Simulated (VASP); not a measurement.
# Lattice of CdTe, functional by functional, part 3 of 3

How much does the relaxed cell of CdTe depend on the functional? The starting structure is a measured crystal structure from the Crystallography Open Database. The first relaxation on each setting starts from this cell expanded by 3 % in volume.

VASP 6.6.1.

Results so far: PBEsol 34.26 Å³ an atom; LDA 33.04 Å³ an atom; PBE 36.28 Å³ an atom; PBEsol + D3(BJ) 32.99 Å³ an atom; r2SCAN 35.26 Å³ an atom; r2SCAN + rVV10 34.74 Å³ an atom; rev-vdW-DF2 35.34 Å³ an atom.

## 9. Relaxation with AM05

Level of this step: AM05; plane waves and PAW (Te, Cd) (VASP).

AM05 is built from the electron gas and the surface model, and does well on lattice constants.

Contents of INCAR:

```
SYSTEM = CdTe
PREC = Accurate
ENCUT = 450
EDIFF = 1E-06
NELM = 100
ISMEAR = 0
SIGMA = 0.03
LREAL = .FALSE.
ALGO = Normal
GGA = AM
NBANDS = 15
LORBIT = 11
LWAVE = .FALSE.
LCHARG = .FALSE.
KPAR = 4
IBRION = 2
NSW = 50
ISIF = 3
EDIFFG = -0.004
```

Contents of POSCAR:

```
CdTe
1.0
    0.0000000000      3.2720812943      3.2720812943
    3.2720812943      0.0000000000      3.2720812943
    3.2720812943      3.2720812943      0.0000000000
Te Cd
1 1
Direct
    0.7500000000      0.7500000000      0.7500000000
    0.0000000000      0.0000000000      0.0000000000
```

Contents of KPOINTS:

```
Automatic mesh
0
Gamma
6 6 6
0 0 0
```

PAW data sets: Te and Cd (PBE family, release 64).

Command:

```console
> mpirun -np 4 vasp_std
```

Log:

```text
[... set-up lines as in an earlier step ...]
 entering main loop
       N       E                     dE             d eps       ncg     rms          rms(c)
DAV:   1     0.845486954031E+02    0.84549E+02   -0.75851E+03   504   0.913E+02
DAV:   2    -0.218787949904E+01   -0.86737E+02   -0.83416E+02   592   0.230E+02
DAV:   3    -0.520782803648E+01   -0.30199E+01   -0.30150E+01   571   0.439E+01
DAV:   4    -0.523936271989E+01   -0.31535E-01   -0.31534E-01   734   0.376E+00
[...]
DAV:  11    -0.498498160651E+01   -0.76543E-04   -0.14314E-04   515   0.657E-02    0.407E-02
DAV:  12    -0.498497946953E+01    0.21370E-05   -0.43785E-06   613   0.154E-02    0.220E-02
DAV:  13    -0.498497950586E+01   -0.36332E-07   -0.79439E-07   430   0.484E-03
   1 F= -.49849795E+01 E0= -.49849795E+01  d E =-.498498E+01
[...]
N       E                     dE             d eps       ncg     rms          rms(c)
DAV:   1    -0.501042633344E+01   -0.25447E-01   -0.47426E-01   536   0.804E+00    0.113E+00
[...]
DAV:   4    -0.498578743388E+01    0.31610E-03   -0.57557E-04   515   0.174E-01    0.511E-02
DAV:   5    -0.498577679024E+01    0.10644E-04   -0.56386E-05   543   0.901E-02    0.414E-02
DAV:   6    -0.498577885900E+01   -0.20688E-05   -0.16541E-05   523   0.406E-02    0.115E-02
DAV:   7    -0.498577870713E+01    0.15187E-06   -0.16340E-06   422   0.154E-02
   2 F= -.49857787E+01 E0= -.49857787E+01  d E =-.799201E-03
 trial-energy change:   -0.000799  1 .order   -0.000789   -0.001997    0.000420
 step:   0.8299(harm=  0.8262)  dis= 0.00000  next Energy=    -4.985814 (dE=-0.835E-03)
[...]
N       E                     dE             d eps       ncg     rms          rms(c)
DAV:   1    -0.498652826920E+01   -0.74941E-03   -0.13769E-02   529   0.138E+00    0.197E-01
DAV:   2    -0.498589696185E+01    0.63131E-03   -0.15611E-03   508   0.571E-01    0.649E-02
DAV:   3    -0.498582986111E+01    0.67101E-04   -0.14203E-04   550   0.120E-01    0.538E-02
DAV:   4    -0.498581892419E+01    0.10937E-04   -0.17037E-05   515   0.295E-02    0.908E-03
DAV:   5    -0.498581845752E+01    0.46667E-06   -0.16492E-06   373   0.157E-02
   3 F= -.49858185E+01 E0= -.49858185E+01  d E =-.838952E-03
[...]
reached required accuracy - stopping structural energy minimisation
```

Wall time 7.4 s (4 MPI ranks of Intel Xeon 6975P-C (Granite Rapids), shared host); peak memory 0.71 GiB.

OUTCAR, selected parts (step 9):

```text
  Total        0.0004287      0.0004287      0.0004287     -0.0000000      0.0000000     -0.0000000
  in kB        0.0099020      0.0099020      0.0099020     -0.0000000      0.0000000     -0.0000000
  external PRESSURE =       0.0099020 kB  Pullay stress =       0.0000000 kB

 POSITION                                       TOTAL-FORCE (eV/Angst)
 -----------------------------------------------------------------------------------
      4.89180      4.89180      4.89180        -0.000000     -0.000000     -0.000000
      0.00000      0.00000      0.00000         0.000000      0.000000      0.000000
 -----------------------------------------------------------------------------------
    total drift:                                0.000001      0.000001      0.000001

  FREE ENERGIE OF THE ION-ELECTRON SYSTEM (eV)
  ---------------------------------------------------
  free  energy   TOTEN  =        -4.9858184575 eV

  energy  without entropy=       -4.9858184575  energy(sigma->0) =       -4.98581846

[... 2 parts as in an earlier step ...]

[... 2 further parts left out ...]
[key lines of the parts left out:]
E-fermi :   2.2444
```

With AM05 the relaxed cell holds 34.684 Å³ an atom, +1.98 % against the measured cell, with a = 6.522 Å. That is +1.23 % from PBEsol. Pressures at 0.985 and 1.015 times this volume, from two more relaxations that aren't shown, give a bulk modulus of 38.9 GPa.

## 10. The runs compared

```
          level  volume (Å³/atom)  against the measured cell (%)   a (Å)  bulk modulus (GPa)  pressure left (GPa)  core minutes
         PBEsol            34.263                           0.74  6.4959                41.5                -0.02          0.72
            LDA             33.04                          -2.86  6.4176                46.4                 0.01         0.493
            PBE            36.278                           6.66  6.6208                35.2                -0.02          0.64
PBEsol + D3(BJ)            32.994                          -2.99  6.4147                46.3                 0.01          0.72
         r2SCAN            35.262                           3.67  6.5584                40.5                -0.01           1.4
 r2SCAN + rVV10            34.741                           2.14  6.5259                42.8                -0.01           5.2
    rev-vdW-DF2            35.336                           3.89   6.563                38.2                -0.02           4.4
           AM05            34.684                           1.98  6.5224                38.9                  0.0         0.493
```

Core minutes are wall time times ranks, summed over the relaxations behind a row (those for a bulk modulus apart), on shared hosts.

## 11. Summary of results

```yaml
volume_pbesol: 34.26 Å³/atom
volume_lda: 33.04 Å³/atom
volume_pbe: 36.28 Å³/atom
volume_pbesol_d3_bj: 32.99 Å³/atom
volume_r2scan: 35.26 Å³/atom
volume_r2scan_rvv10: 34.74 Å³/atom
volume_rev_vdw_df2: 35.34 Å³/atom
volume_am05: 34.68 Å³/atom
```

In words: Across 8 levels the volume of CdTe spans 10.0 %, from 32.99 Å³ an atom (PBEsol + D3(BJ)) to 36.28 Å³ (PBE). Against the measured volume of the starting structure, PBEsol comes nearest (+0.7 %) and PBE lies farthest (+6.7 %). The measured cell holds zero-point expansion and, unless it was taken cold, thermal expansion, which the runs lack, so small differences decide nothing. Adding D3(BJ) to PBEsol changes the volume by -3.7 %. Adding rVV10 to r2SCAN changes the volume by -1.5 %. The bulk modulus goes from 35.2 GPa (PBE) to 46.4 GPa (LDA). LASPH is on in some of these runs and off in others, which adds a little to the differences. All runs keep the symmetry of the start, so they can't find a distortion of lower symmetry. Further runs on this material are not shown.

[Lines on the potential files, build, host, timing and source positions are cut from VASP's logs without a mark.]

[Logs are printed without paths, hosts, clocks, repeated set-up lines and the standing remarks that a program may print on its own settings, such as how far it seeks lower states.]

[Hosts, paths, dates, database ids (printed as entryN), source tags and the programs' standing remarks are cut or masked in the printed files.]
